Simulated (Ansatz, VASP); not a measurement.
## One calculation of Te2Mo, two programs

```xyz
6
Lattice="3.4964 0.0000 0.0000 -1.7482 3.0279 0.0000 0.0000 0.0000 13.7017" Properties=species:S:1:pos:R:3 pbc="T T T"
Te    0.0000    2.0186    8.4587
Te    1.7482    1.0093    1.6079
Te    0.0000    2.0186   12.0939
Te    1.7482    1.0093    5.2430
Mo    0.0000    2.0186    3.4254
Mo    1.7482    1.0093   10.2763
```

Alike in both runs: task relaxation of cell and atoms; functional PBE; k mesh 9 × 9 × 2; occupations gaussian, width 0.02 eV; no spin polarisation.

|  | VASP | Ansatz |
| --- | --- | --- |
| version | VASP 6.6.1 | Ansatz 0.2.0 |
| potentials or method | VASP PAW PBE potentials, release 64 (Te, Mo_sv) | scalar-relativistic, plane waves, PAW |
| plane-wave cutoff (eV) | 600 | 420 |
| valence electrons in the cell | 52 | 92 |

Ansatz gave:

```
gap on the k mesh at the Fermi level, each at its own relaxed structure (eV) : 1.03
relaxed volume (Å³/atom)                                                     : 27.98
relaxed cell length with the largest relative difference (Å)                 : 15.325
energy change over the relaxation (meV/atom)                                 : -28
```

**Question.** Which values does VASP return?

**Answer.** gap on the k mesh at the Fermi level, each at its own relaxed structure (eV): 1.03; relaxed volume (Å³/atom): 27.87; relaxed cell length with the largest relative difference (Å): 15.274; energy change over the relaxation (meV/atom): -27.

The two sets of potentials don't hold the same shells in valence.

Caveats: the volume moved by over 15 % at a fixed basis, so the end points are rough; spin-orbit coupling is left out, which moves the levels of the heavy elements; an odd mesh through Γ misses points on the zone boundary, where band edges often lie; this functional lacks dispersion, which binds the layers, so the pressure and a relaxed spacing across them are unreliable, and here the layers came unbound. As with any semilocal functional, this PBE gap is likely too small.
